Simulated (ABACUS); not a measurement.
Li:

```
CELL_PARAMETERS angstrom
3.11100 0.00000 0.00000
-1.55550 2.69421 0.00000
0.00000 0.00000 5.09300
ATOMIC_POSITIONS crystal
Li 0.66667 0.33333 0.75000
Li 0.33333 0.66667 0.25000
```

This isn't the form of Li at room conditions, which is bcc.

- Program: ABACUS 3.10.1
- Task: single point
- Functional: PBE
- Potentials or basis: PseudoDojo NC SR 0.4.1 PBE standard
- Cutoff: 1007 eV
- Density cutoff: 4027 eV
- Basis: plane waves
- k mesh: 10 × 10 × 5
- Occupations: fermi-dirac, width 0.05 eV
- Spin: no spin polarisation

On this cell: pressure -0.7 GPa; largest force under 0.003 eV/Å; band gap on the k mesh none (metal or under the smearing width).

The same run follows on a disturbed copy (atoms moved at random, drawn with an rms of 0.05 Å):

```
Li
1.0
     3.11100    0.00000    0.00000
    -1.55550    2.69421    0.00000
     0.00000    0.00000    5.09300
Li
2
Direct
  0.66777 0.33675 0.75534
  0.33089 0.67143 0.24566
```

Problem. What changes?

Solution. The energy (extrapolated to zero smearing) moves by +0.7 meV/atom; pressure -0.7 GPa; largest force 0.055 eV/Å; band gap on the k mesh none (metal or under the smearing width).

Forces on the atoms (eV/Å):
```
Li  -0.002  0.001 -0.055
Li   0.002 -0.001  0.055
```

Stress tensor (GPa, compression positive):
```
-0.63  0.02  0.00
 0.02 -0.62  0.00
 0.00  0.00 -0.81
```
